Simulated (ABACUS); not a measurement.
The system is PbS (Galena).

```
Pb S
1.0
     0.00000    2.96575    2.96575
     2.96575    0.00000    2.96575
     2.96575    2.96575    0.00000
Pb S
1 1
Direct
  0.00000 0.00000 0.00000
  0.50000 0.50000 0.50000
```

Base run:

```yaml
Program: ABACUS 3.10.1
Functional: r2SCAN
Potentials_or_basis: SG15 ONCV 1.2 PBE
Cutoff: 1361 eV
Density_cutoff: 5442 eV
Basis: DZP LCAO (the cutoffs set its grid)
k_mesh: 6 × 6 × 6
Occupations: fermi-dirac, width 0.05 eV
Spin: no spin polarisation
```

Its results: band gap on the k mesh 0.92 eV, direct; pressure 1.3 GPa.

Problem. The run is repeated on the same cell with these changes: functional from r2SCAN to HLE16; cutoff from 1361 eV to 857 eV; density cutoff from 5442 eV to 3429 eV; basis from DZP LCAO (the cutoffs set its grid) to plane waves. What comes out?

Solution. Band gap on the k mesh 1.49 eV, direct; pressure -4.2 GPa.

Several settings changed at once, so the effect can't be laid on one alone.

Caveats: the potentials were made for another functional, which shifts forces and pressure; spin-orbit coupling is left out, which as a rule narrows the gap of such compounds by several tenths of an eV; the atomic orbitals were generated for these runs and aren't a published set (some runs); the basis of atomic orbitals isn't converged, which shifts pressures, moduli and gaps (some runs); the potentials were made for a functional far from this one (some runs).

A k mesh can miss the band edges.
